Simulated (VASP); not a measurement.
A run of VASP 6.6.1 is set up as follows.

The input INCAR:

```
SYSTEM = H4CO
ALGO = Normal
EDIFF = 1E-6
ENCUT = 520
GGA = PE
ISIF = 2
ISMEAR = -1
IVDW = 12
LASPH = .TRUE.
LCHARG = .FALSE.
LREAL = Auto
LWAVE = .FALSE.
NBANDS = 66
NELM = 100
PREC = Accurate
SIGMA = 0.05
```

KPOINTS

```
k-points
0
G
  1 1 1
  0 0 0
```

POSCAR

```
H4CO
1.0
    7.3803230000      0.0000000000      0.0000000000
    0.0000000000      7.3803230000      0.0000000000
    0.0000000000      0.0000000000      7.3803230000
C O H
6 6 24
Direct
    0.6167105904      0.4184834900      0.3162087282
    0.6883619109      0.2054474902      0.8473599907
   -0.0006325979      0.8333933667      0.4122102335
    0.4236248112      0.7109686859      0.7391728477
    0.2091139273      0.2287665994      0.0844372916
    0.9440068480      0.6930315170      0.9682291072
    0.5888763785      0.2297532595      0.3559338164
    0.5221566238      0.2309437026      0.7445741419
    0.0500695409      0.6477176357      0.3900585892
    0.3180309652      0.5573087241      0.6844638968
    0.2935994161      0.0745626212     -0.0021775685
    0.9429070866      0.5819169904      0.8102285077
    0.6168177762      0.4330678749      0.1678674144
    0.5709136817      0.2194160118      0.4877467810
    0.5054421793      0.5026792591      0.3702259433
    0.7477536756      0.4690394665      0.3685640110
    0.7765741256      0.3228064296      0.8228109495
    0.4299680455      0.1562990184      0.8092336693
    0.6574856806      0.1946761962      0.9933977127
    0.7570784619      0.0805493682      0.8033802339
   -0.1451525374      0.8469002793      0.3781090769
    0.1484781345      0.6204203697      0.4746104491
    0.0177431338      0.8823301665      0.5533149784
    0.0770869393      0.9237116657      0.3196238058
    0.3386025755      0.8317305066      0.7213356179
    0.3921207309      0.4472740654      0.7037211926
    0.4618608307      0.7015735866      0.8830892423
    0.5474360838      0.7245791689      0.6568027310
    0.2077692947      0.3402943457     -0.0149998118
    0.3533251063      0.0042515167      0.0924139052
    0.0678489606      0.1977809148      0.1234937817
    0.2864723085      0.2703226172      0.2049121465
    0.8020692595      0.7218995202      1.0027009400
    1.0689895462      0.5622364881      0.7736350992
    1.0070002706      0.6259733673      1.0859361488
    1.0135005350      0.8235126138      0.9445429990
```

Potentials or basis: VASP PAW PBE potentials, release 64 (C, O, H).

Launch:

```sh
$ cat potpaw_PBE.64/C/POTCAR potpaw_PBE.64/O/POTCAR potpaw_PBE.64/H/POTCAR > POTCAR
$ mpirun -np 1 vasp_gam > vasp.out
```

(1) Estimate the largest force.

(2) What does it give for the band gap on the k mesh?

## Answers

(1) 0.317 eV/Å.

(2) 4.49 eV, direct.
